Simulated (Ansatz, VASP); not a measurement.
**Ta2C in VASP and in Ansatz**

```
Ta C
1.0
     3.09484    0.00000    0.00000
    -1.54742    2.68021    0.00000
     0.00000    0.00000    4.92200
Ta C
2 1
Direct
  0.33333 0.66667 0.25304
  0.66667 0.33333 0.74696
  0.00000 0.00000 0.00000
```

Alike in both runs: functional PBEsol; k mesh 15 × 15 × 8; occupations gaussian, width 0.1 eV; no spin polarisation.

Ansatz relaxed the structure, and its values are those at the end. VASP's run is a single point on that final structure, the one shown.

|  | VASP | Ansatz |
| --- | --- | --- |
| version | VASP 6.6.1 | Ansatz 0.2.0 |
| potentials or method | VASP PAW PBE potentials, release 64 (Ta_pv, C) | scalar-relativistic, plane waves, PAW |
| plane-wave cutoff (eV) | 520 | 420 |
| valence electrons in the cell | 26 | 30 |

```tsv
	VASP	Ansatz	Ansatz less VASP
gap on the k mesh at the Fermi level (eV)	none	none	-
pressure (GPa)	0.5	0.0	-0.52
rms of the force components (eV/Å)	0.021	0.001	-0.0198
```

A gap of «none» marks a metal or a gap that the smearing closes. The two sets of potentials don't hold the same shells in valence.

Caveats: the PAW data sets were made with another functional, which shifts forces and pressure a little (VASP). The runs have no spin-orbit coupling, so splittings on Ta are missing.
